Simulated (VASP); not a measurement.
# Fe (Im-3m) in VASP: further runs

The runs below take Fe through relaxation of cell and atoms, with r2SCAN, r2SCAN+rVV10.

Program: VASP 6.6.1. These are calculated values, not measurements. Logs are shortened: lines on timing, memory, paths and dates and some standing lists are left out, and cuts for length are marked.

### 1 The structure

Symmetry: Im-3m, No. 229, cubic system. Conventional cell: a = 2.859 Å, b = 2.859 Å, c = 2.859 Å, α = 90.00°, β = 90.00°, γ = 90.00°. Fe (site symmetry m-3m) is surrounded by 8 Fe at 2.48 Å.

### 2 Relaxation of cell and atoms, r2SCAN, collinear spin, ferromagnetic start

Contents of INCAR:

```
SYSTEM = Fe
  PREC = Accurate
  ENCUT = 600
  EDIFF = 1E-7
  ISMEAR = 0
  SIGMA = 0.1
  LREAL = .False.
  LASPH = .True.
  NELM = 150
  ALGO = Normal
  ISIF = 3
  LWAVE = .False.
  LCHARG = .False.
  ISPIN = 2
  MAGMOM = 3
  LORBIT = 11
  LMAXMIX = 4
  METAGGA = R2SCAN
  LMIXTAU = .True.
  IBRION = 2
  NSW = 90
  EDIFFG = -0.005
```

Contents of KPOINTS:

```
regular mesh
0
Gamma
  20 20 20
  0 0 0
```

Contents of POSCAR:

```
Fe
1.0
   -1.4295500000      1.4295500000      1.4295500000
    1.4295500000     -1.4295500000      1.4295500000
    1.4295500000      1.4295500000     -1.4295500000
Fe
1
Direct
    0.0000000000      0.0000000000      0.0000000000
```

Potentials or basis: VASP PAW PBE potentials, release 64 (Fe).

The run is started by

```sh
> cat potpaw_PBE.64/Fe/POTCAR > POTCAR
> mpirun -np 1 vasp_std > vasp.out
```

OUTCAR:

```text
SYSTEM = Fe
   PREC = Accurate
   ENCUT = 600
   EDIFF = 1E-7
   ISMEAR = 0
   LREAL = .False.
   LASPH = .True.
   NELM = 150
   ISIF = 3
   ISPIN = 2
   LORBIT = 11
   METAGGA = R2SCAN
   IBRION = 2
   NSW = 90
   EDIFFG = -0.005

 ion  position               nearest neighbor table
   1  0.000  0.000  0.000-

  LATTYP: Found a body centered cubic cell.
 ALAT       =     2.8591000000

  Lattice vectors:

 A1 = (  -1.4295500000,   1.4295500000,   1.4295500000)
 A2 = (   1.4295500000,  -1.4295500000,   1.4295500000)
 A3 = (   1.4295500000,   1.4295500000,  -1.4295500000)

Analysis of symmetry for initial positions (statically):
=====================================================================
 Subroutine PRICEL returns:
 Original cell was already a primitive cell.

 Routine SETGRP: Setting up the symmetry group for a
 body centered cubic supercell.

 Subroutine GETGRP returns: Found 48 space group operations
 (whereof 48 operations were pure point group operations)
 out of a pool of 48 trial point group operations.

The static configuration has the point symmetry O_h .

Analysis of symmetry for dynamics (positions and initial velocities):
=====================================================================
 Subroutine PRICEL returns:
 Original cell was already a primitive cell.

 Routine SETGRP: Setting up the symmetry group for a
 body centered cubic supercell.

 Subroutine GETGRP returns: Found 48 space group operations
 (whereof 48 operations were pure point group operations)
 out of a pool of 48 trial point group operations.

The dynamic configuration has the point symmetry O_h .

Analysis of structural, dynamic, and magnetic symmetry:
=====================================================================
 Subroutine PRICEL returns:
 Original cell was already a primitive cell.

 Routine SETGRP: Setting up the symmetry group for a
 body centered cubic supercell.

 Subroutine GETGRP returns: Found 48 space group operations
 (whereof 48 operations were pure point group operations)
 out of a pool of 48 trial point group operations.

The overall configuration has the point symmetry O_h .

 Subroutine INISYM returns: Found 48 space group operations
 (whereof 48 operations are pure point group operations),
 and found     1 'primitive' translations

----------------------------------------------------------------------------------------

                                     Primitive cell

  volume of cell :      11.6858

  direct lattice vectors                    reciprocal lattice vectors
[... 108 lines left out ...]
  Thomas-Fermi vector in A             =   2.561317
   LORBIT       =     11    0 simple, 1 ext, 2 COOP (PROOUT), +10 PAW based schemes
   METAGGA = R2SCAN    functional components
   LHFCALC =     F    Hartree Fock is set to
   AEXX    =    0.0000 exact exchange contribution
   IVDW    =     0    specifies the selected vdW correction
   LEPSILON=     F    determine dielectric tensor
   LRPA    =     F    only Hartree local field effects (RPA)
 conjugate gradient relaxation of ions
 spin polarized calculation
 Gauss-broadening in eV      SIGMA  =   0.10
  energy-cutoff  :      600.00
  volume of cell :       11.69
 maximum number of plane-waves:       403
   NGX =  9   NGY =  9   NGZ =  9

--------------------------------------- Ionic step        1  -------------------------------------------

 number of electron       7.9999999 magnetization       2.6458747

 Free energy of the ion-electron system (eV)
  ---------------------------------------------------
  ext. energy  EPLUGINS =         0.00000000
  ---------------------------------------------------
  free energy    TOTEN  =       -14.36185106 eV

  energy without entropy =      -14.35857239  energy(sigma->0) =      -14.36021172

------------------------ aborting loop because EDIFF is reached ----------------------------------------

  FORCE on cell =-STRESS in cart. coord.  units (eV):
  Direction    XX          YY          ZZ          XY          YZ          ZX
  --------------------------------------------------------------------------------------
  -------------------------------------------------------------------------------------
  Total        0.0828822      0.0828822      0.0828822      0.0000000      0.0000000      0.0000000
  in kB       11.3635450     11.3635450     11.3635450      0.0000000      0.0000000      0.0000000
  external PRESSURE =      11.3635450 kB  Pullay stress =       0.0000000 kB
[... 57 lines left out ...]
--------------------------------------- Ionic step        3  -------------------------------------------

 number of electron       7.9999998 magnetization       2.6474528

 Free energy of the ion-electron system (eV)
  ---------------------------------------------------
  ext. energy  EPLUGINS =         0.00000000
  ---------------------------------------------------
  free energy    TOTEN  =       -14.36206413 eV

  energy without entropy =      -14.35881787  energy(sigma->0) =      -14.36044100

 E-fermi :   5.4988     XC(G=0): -14.0326

 val. band max:        5.4970455241   @ k =  -0.2000   0.2500   0.1000
 cond. band min:       5.5005813238   @ k =   0.1000   0.1000   0.0000
 fundamental gap:      0.0035357997
 Fermi energy:         5.4987980293

 spin component 1

 k-point     1 :       0.0000    0.0000    0.0000
  band No.  band energies     occupation
      1      -3.0064      1.00000
      2       2.4275      1.00000
      3       2.4275      1.00000
      4       2.4275      1.00000
      5       3.6335      1.00000
      6       3.6335      1.00000
      7      31.1618      0.00000
      8      31.1618      0.00000
      9      31.1619      0.00000
     10      36.0122      0.00000
[... 287 lines left out ...]
 k-point    24 :       0.2500    0.1000    0.0000
  band No.  band energies     occupation
      1       0.0240      1.00000
      2       1.7836      1.00000
      3       2.3795      1.00000
      4       3.4562      1.00000
      5       3.8117      1.00000
      6       4.4256      1.00000
      7      19.0891      0.00000
      8      23.8026      0.00000
      9      27.2311      0.00000
     10      30.8357      0.00000

 [... further k-points ...]

 spin component 2

 k-point     1 :       0.0000    0.0000    0.0000
  band No.  band energies     occupation
      1      -3.6309      1.00000
      2       5.8506      0.00000
      3       5.8506      0.00000
      4       5.8506      0.00000
      5       8.0639      0.00000
      6       8.0639      0.00000
      7      30.7953      0.00000
      8      30.7954      0.00000
      9      30.7954      0.00000
     10      36.6049      0.00000
[... 327 lines left out ...]
  FREE ENERGIE OF THE ION-ELECTRON SYSTEM (eV)
  ---------------------------------------------------
  free  energy   TOTEN  =       -14.3620641328 eV

  energy  without entropy=      -14.3588178654  energy(sigma->0) =      -14.36044100

 reached required accuracy - stopping structural energy minimisation

 total charge

# of ion       s       p       d       tot
------------------------------------------
    1        0.479   0.551   6.173   7.204

 magnetization (x)

# of ion       s       p       d       tot
------------------------------------------
    1       -0.012  -0.118   2.846   2.716
```

CONTCAR:

```text
Fe
   1.00000000000000
    -1.4320751562877689    1.4320751562877689    1.4320751562877689
     1.4320751562877689   -1.4320751562877689    1.4320751562877689
     1.4320751562877689    1.4320751562877689   -1.4320751562877689
  Fe
     1
Direct
     0.0000000000000000    0.0000000000000000    0.0000000000000000

  0.00000000E+00  0.00000000E+00  0.00000000E+00
```

It took 4.8 min on 1 thread of Intel Xeon Platinum 8559C (Emerald Rapids), shared host; peak memory 0.19 GiB.

Results:

```yaml
Free_energy: -14.3621 eV
Relaxed_volume: 11.75 Å³/atom
Relaxed_cell: a = 2.480 Å, b = 2.480 Å, c = 2.480 Å, α = 109.47°, β = 109.47°, γ = 109.47°
Space_group_after_relaxing_to_0.05_Å: Im-3m (No. 229)
Energy_gained_by_relaxing: 0.2 meV/atom
Ionic_steps: 3
Pressure_after_relaxing: 0.0 GPa
Band_gap_on_the_k_mesh: none (metal or under the smearing width)
Net_moment: 2.65 μB per cell
Site_moments: Fe +2.72 μB
Valence_electrons_inside_the_program's_atomic_spheres: Fe 7.20
```

The path:
```csv
step,energy change (eV),largest force (eV/Å),pressure (GPa),volume (Å³)
1,0.0000,0.0000,1.14,11.69
2,0.0001,0.0000,-1.29,11.83
3,-0.0002,0.0000,0.04,11.75
```

Final structure:
```
Fe
1.0
    -1.43208    1.43208    1.43208
     1.43208   -1.43208    1.43208
     1.43208    1.43208   -1.43208
Fe
1
Direct
  0.00000 0.00000 0.00000
```

Levels at points of the mesh, in eV from the Fermi level:
Spin up:
```
           k point  band 1  band 2  band 3  band 4  band 5  band 6  band 7  band 8  band 9  band 10
(0.00, 0.00, 0.00)   -8.51   -3.07   -3.07   -3.07   -1.87   -1.87   25.66   25.66   25.66    30.51
(0.50, 0.00, 0.00)   -5.37   -4.06   -1.82   -1.71   -0.53    0.57    6.90   18.81   20.26    23.43
(0.50, 0.50, 0.50)   -5.31   -5.31   -0.79   -0.79   -0.79    9.97    9.97    9.97   15.53    15.53
```
Spin down:
```tsv
k point	band 1	band 2	band 3	band 4	band 5	band 6	band 7
(0.00, 0.00, 0.00)	-9.13	0.35	0.35	0.35	2.57	2.57	25.30
(0.50, 0.00, 0.00)	-3.52	-1.06	-0.01	2.39	2.85	3.41	9.19
(0.50, 0.50, 0.50)	-2.68	-2.68	3.10	3.10	3.10	10.31	10.31
```

Caveat: the PAW data sets were made with another functional, which shifts forces and pressure a little. Zero-point motion and thermal expansion aren't in these numbers.

### 3 Relaxation of cell and atoms, r2SCAN+rVV10, collinear spin, ferromagnetic start

INCAR: that of step 2 with these lines changed.

```diff
@@ -19,2 +19,6 @@
   LMIXTAU = .True.
+  LUSE_VDW = .True.
+  IVDW_NL = 2
+  BPARAM = 11.95
+  CPARAM = 0.0093
   IBRION = 2
```

KPOINTS is that of step 2.

POSCAR is that of step 2.

Potentials or basis: VASP PAW PBE potentials, release 64 (Fe).

The run is started by

```sh
> cat potpaw_PBE.64/Fe/POTCAR > POTCAR
> mpirun -np 1 vasp_std > vasp.out
```

OUTCAR:

```text
SYSTEM = Fe
   PREC = Accurate
   ENCUT = 600
   EDIFF = 1E-7
   ISMEAR = 0
   LREAL = .False.
   LASPH = .True.
   NELM = 150
   ISIF = 3
   ISPIN = 2
   LORBIT = 11
   METAGGA = R2SCAN
   IVDW_NL = 2
   BPARAM = 11.95
   IBRION = 2
   NSW = 90
   EDIFFG = -0.005

 ion  position               nearest neighbor table
   1  0.000  0.000  0.000-

  LATTYP: Found a body centered cubic cell.
 ALAT       =     2.8591000000

  Lattice vectors:

 A1 = (  -1.4295500000,   1.4295500000,   1.4295500000)
 A2 = (   1.4295500000,  -1.4295500000,   1.4295500000)
 A3 = (   1.4295500000,   1.4295500000,  -1.4295500000)

Analysis of symmetry for initial positions (statically):
=====================================================================
 Subroutine PRICEL returns:
 Original cell was already a primitive cell.

 Routine SETGRP: Setting up the symmetry group for a
 body centered cubic supercell.

 Subroutine GETGRP returns: Found 48 space group operations
 (whereof 48 operations were pure point group operations)
 out of a pool of 48 trial point group operations.

The static configuration has the point symmetry O_h .

Analysis of symmetry for dynamics (positions and initial velocities):
=====================================================================
 Subroutine PRICEL returns:
 Original cell was already a primitive cell.

 Routine SETGRP: Setting up the symmetry group for a
 body centered cubic supercell.

 Subroutine GETGRP returns: Found 48 space group operations
 (whereof 48 operations were pure point group operations)
 out of a pool of 48 trial point group operations.

The dynamic configuration has the point symmetry O_h .

Analysis of structural, dynamic, and magnetic symmetry:
=====================================================================
 Subroutine PRICEL returns:
 Original cell was already a primitive cell.

 Routine SETGRP: Setting up the symmetry group for a
 body centered cubic supercell.

 Subroutine GETGRP returns: Found 48 space group operations
[... 143 lines left out ...]

 number of electron       7.9999999 magnetization       2.6464381

 Free energy of the ion-electron system (eV)
  ---------------------------------------------------
  ext. energy  EPLUGINS =         0.00000000
  ---------------------------------------------------
  free energy    TOTEN  =       -14.18096266 eV

  energy without entropy =      -14.17770460  energy(sigma->0) =      -14.17933363

------------------------ aborting loop because EDIFF is reached ----------------------------------------

  FORCE on cell =-STRESS in cart. coord.  units (eV):
  Direction    XX          YY          ZZ          XY          YZ          ZX
  --------------------------------------------------------------------------------------
  -------------------------------------------------------------------------------------
  Total       -0.0319620     -0.0319620     -0.0319620     -0.0000000      0.0000000     -0.0000000
  in kB       -4.3821467     -4.3821467     -4.3821467     -0.0000000      0.0000000     -0.0000000
  external PRESSURE =      -4.3821467 kB  Pullay stress =       0.0000000 kB
[... 57 lines left out ...]
--------------------------------------- Ionic step        3  -------------------------------------------

 number of electron       8.0000000 magnetization       2.6455015

 Free energy of the ion-electron system (eV)
  ---------------------------------------------------
  ext. energy  EPLUGINS =         0.00000000
  ---------------------------------------------------
  free energy    TOTEN  =       -14.18100519 eV

  energy without entropy =      -14.17772521  energy(sigma->0) =      -14.17936520

 E-fermi :   5.5487     XC(G=0): -14.1040

 val. band max:        5.5463458025   @ k =  -0.2500   0.2500   0.1500
 cond. band min:       5.5495780066   @ k =   0.1000   0.1000   0.0000
 fundamental gap:      0.0032322042
 Fermi energy:         5.5486549776

 spin component 1

 k-point     1 :       0.0000    0.0000    0.0000
  band No.  band energies     occupation
      1      -3.0066      1.00000
      2       2.4830      1.00000
      3       2.4830      1.00000
      4       2.4831      1.00000
      5       3.7082      1.00000
      6       3.7082      1.00000
      7      31.2921      0.00000
      8      31.2921      0.00000
      9      31.2921      0.00000
     10      36.1923      0.00000
[... 287 lines left out ...]
 k-point    24 :       0.2500    0.1000    0.0000
  band No.  band energies     occupation
      1       0.0432      1.00000
      2       1.8293      1.00000
      3       2.4277      1.00000
      4       3.5274      1.00000
      5       3.8888      1.00000
      6       4.5028      1.00000
      7      19.2227      0.00000
      8      23.9440      0.00000
      9      27.4031      0.00000
     10      30.9970      0.00000

 [... further k-points ...]

 spin component 2

 k-point     1 :       0.0000    0.0000    0.0000
  band No.  band energies     occupation
      1      -3.6241      1.00000
      2       5.9039      0.00000
      3       5.9040      0.00000
      4       5.9040      0.00000
      5       8.1306      0.00000
      6       8.1306      0.00000
      7      30.9297      0.00000
      8      30.9298      0.00000
      9      30.9298      0.00000
     10      36.7879      0.00000
[... 327 lines left out ...]
  FREE ENERGIE OF THE ION-ELECTRON SYSTEM (eV)
  ---------------------------------------------------
  free  energy   TOTEN  =       -14.1810051881 eV

  energy  without entropy=      -14.1777252091  energy(sigma->0) =      -14.17936520

 reached required accuracy - stopping structural energy minimisation

 total charge

# of ion       s       p       d       tot
------------------------------------------
    1        0.483   0.560   6.176   7.219

 magnetization (x)

# of ion       s       p       d       tot
------------------------------------------
    1       -0.012  -0.118   2.840   2.711
```

OSZICAR:

```text
N       E                     dE             d eps       ncg     rms          rms(c)
DAV:   1     0.167908277254E+02    0.16791E+02   -0.45544E+03 10624   0.110E+03
DAV:   2    -0.146416777489E+02   -0.31433E+02   -0.29066E+02 10328   0.149E+02
[... 29 lines left out ...]
DAV:   3    -0.141810129265E+02   -0.46343E-05   -0.11546E-04 11102   0.153E-01    0.687E-02
DAV:   4    -0.141810076387E+02    0.52878E-05   -0.32172E-06 11038   0.268E-02    0.163E-02
DAV:   5    -0.141810043921E+02    0.32466E-05   -0.59412E-06 11848   0.196E-02    0.309E-03
DAV:   6    -0.141810049180E+02   -0.52589E-06   -0.26884E-07 10154   0.628E-03    0.133E-03
DAV:   7    -0.141810051404E+02   -0.22235E-06   -0.12818E-08  5220   0.126E-03    0.786E-04
DAV:   8    -0.141810051881E+02   -0.47785E-07   -0.70789E-09  5136   0.119E-03
   3 F= -.14181005E+02 E0= -.14179365E+02  d E =-.425268E-04  mag=     2.6455
```

CONTCAR:

```text
Fe
   1.00000000000000
    -1.4283592898169544    1.4283592898169544    1.4283592898169544
     1.4283592898169544   -1.4283592898169544    1.4283592898169544
     1.4283592898169544    1.4283592898169544   -1.4283592898169544
  Fe
     1
Direct
     0.0000000000000000    0.0000000000000000    0.0000000000000000

  0.00000000E+00  0.00000000E+00  0.00000000E+00
```

Wall time 5.1 min (1 thread of Intel Xeon Platinum 8559C (Emerald Rapids), shared host); peak memory 0.23 GiB.

What came out:

```yaml
Free_energy: -14.1810 eV
Relaxed_volume: 11.66 Å³/atom
Relaxed_cell: a = 2.474 Å, b = 2.474 Å, c = 2.474 Å, α = 109.47°, β = 109.47°, γ = 109.47°
Space_group_after_relaxing_to_0.05_Å: Im-3m (No. 229)
Energy_gained_by_relaxing: 0.0 meV/atom
Ionic_steps: 3
Pressure_after_relaxing: 0.1 GPa
Band_gap_on_the_k_mesh: none (metal or under the smearing width)
Net_moment: 2.65 μB per cell
Site_moments: Fe +2.71 μB
Valence_electrons_inside_the_program's_atomic_spheres: Fe 7.22
```

Final structure:
```xyz
1
Lattice="-1.4284 1.4284 1.4284 1.4284 -1.4284 1.4284 1.4284 1.4284 -1.4284" Properties=species:S:1:pos:R:3 pbc="T T T"
Fe    0.0000    0.0000    0.0000
```

Levels at points of the mesh, in eV from the Fermi level:
Spin up:
| k point | band 2 | band 3 | band 4 | band 5 | band 6 | band 7 | band 8 | band 9 |
| --- | --- | --- | --- | --- | --- | --- | --- | --- |
| (0.00, 0.00, 0.00) | -3.07 | -3.07 | -3.07 | -1.84 | -1.84 | 25.74 | 25.74 | 25.74 |
| (0.50, 0.00, 0.00) | -4.07 | -1.80 | -1.68 | -0.49 | 0.56 | 6.98 | 18.88 | 20.38 |
| (0.50, 0.50, 0.50) | -5.34 | -0.75 | -0.75 | -0.75 | 10.02 | 10.02 | 10.02 | 15.61 |
Spin down:
```
           k point  band 1  band 2  band 3  band 4  band 5  band 6  band 7  band 8
(0.00, 0.00, 0.00)   -9.17    0.36    0.36    0.36    2.58    2.58   25.38   25.38
(0.50, 0.00, 0.00)   -3.55   -1.08   -0.01    2.41    2.88    3.44    9.27   18.82
(0.50, 0.50, 0.50)   -2.72   -2.72    3.13    3.13    3.13   10.37   10.37   10.37
```

Caveat: the PAW data sets were made with another functional, which shifts forces and pressure a little.
